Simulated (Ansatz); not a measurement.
A 2-atom cell of SrO started from a crystallographic database was put through Ansatz (plane waves). It starts from the PBE minimum.

Structure:
```xyz
2
Lattice="0.0000 2.5974 2.5974 2.5974 0.0000 2.5974 2.5974 2.5974 0.0000" Properties=species:S:1:pos:R:3 pbc="T T T"
Sr    2.5974    2.5974    2.5974
O     0.0000    0.0000    0.0000
```

Main lines of the log:
```
Pseudopotential: Sr, paw, valence charge 10, recommended cutoff 420 eV (normal)
Pseudopotential: O, paw, valence charge 6, recommended cutoff 420 eV (normal)
Functional definition: PBEsol
Crystal: 2 atoms, lattice volume = 35.046 Å³
Basis set: ecut = 420 eV, 701 PW (Γ)
Bands: 12, of which v1, the nominal top of the filled ones, is band 8 counted from 1 (7 counted from 0)
Symmetry: 48 space group operations
Space group: Fm-3m (ITA 225)
k-points: 29 of 512
preconditioner: auto → none  [insulator: Δε(μ)=2.981 eV  σ=0.020 eV  ℏωp=23.5 eV]
SCF 1 converged in 6 iterations: F = -4056.098708 eV  dr2 = 7.11e-11
relax step 1: F+E_penalty+E_count = -4056.09870837 eV  P = -3.590 GPa  Ω = 35.046 Å³
SCF 2 converged in 6 iterations: F = -4056.101701 eV  dr2 = 2.18e-10
relax step 2: F+E_penalty+E_count = -4056.10170147 eV  P = +4.657 GPa  Ω = 32.204 Å³  (rejected)
SCF 3 converged in 7 iterations: F = -4056.117946 eV  dr2 = 1.20e-12
relax step 3: F+E_penalty+E_count = -4056.11794609 eV  P = -0.271 GPa  Ω = 33.749 Å³
SCF 4 converged in 6 iterations: F = -4056.118281 eV  dr2 = 1.25e-13
relax step 4: F+E_penalty+E_count = -4056.11828067 eV  P = +0.018 GPa  Ω = 33.648 Å³
SCF 5 converged in 6 iterations: F = -4056.115629 eV  dr2 = 8.55e-14
relax step 5: F+E_penalty+E_count = -4056.11562913 eV  P = -0.129 GPa  Ω = 33.648 Å³  (SCF on a basis re-selected at this cell)
SCF 6 converged in 6 iterations: F = -4056.115756 eV  dr2 = 4.44e-14
relax step 6: F+E_penalty+E_count = -4056.11575581 eV  P = -0.004 GPa  Ω = 33.604 Å³
SCF 7 converged in 8 iterations: F = -4056.115562 eV  dr2 = 1.44e-16
relax step 7: F+E_penalty+E_count = -4056.11556237 eV  P = -0.008 GPa  Ω = 33.604 Å³  (SCF on a basis re-selected at this cell)
Free energy (F): -4056.115562 eV
Fermi energy:    9.487375 eV
--- Stress (GPa, compression-positive) ---
       -0.007525       0.000000       0.000000
        0.000000      -0.007525       0.000000
        0.000000       0.000000      -0.007525
  P = ⅓ Tr σ = -0.0075 GPa (-0.075 kbar)
--- Relaxed structure (5 steps of the walk, 4 accepted, 2 SCFs on fresh bases) ---
  F+E_penalty+E_count = -4056.11556237 eV
  cell:  # Å, volume = 33.6036 Å³
    - [0.000000, 2.561251, 2.561251]
    - [2.561251, 0.000000, 2.561251]
    - [2.561251, 2.561251, 0.000000]
  atoms:
    - { symbol: Sr, position: [0.500000, 0.500000, 0.500000] }
    - { symbol: O, position: [0.000000, 0.000000, 0.000000] }
```

**Question.** Reconstruct the input.

**Answer.**
```yaml
crystal:
  # lattice and atoms as above
kpoints:
  mp_grid: { grid: [8, 8, 8] }
hamiltonian:
  xc: pbesol
scf:
  occupations: { method: fermi_dirac, width: 0.02 }
relax:
  f_tol: 0.005
  cell: {}
```
The relax steps with a changing cell volume need the relax block with cell. Not every key shows in the log; this is the file that was used.

Command: `ansatz run input.yaml --threads 2 --pin off --max-ram 2211MiB --backend cpu --events-out ev --progress --plain --runs-dir out`. Wall time 1.9 s on 2 threads of Intel(R) Xeon(R) 6975P-C (Granite Rapids), on a shared host; peak host memory 0.38 GiB.

Calculated for a static, non-magnetic cell.
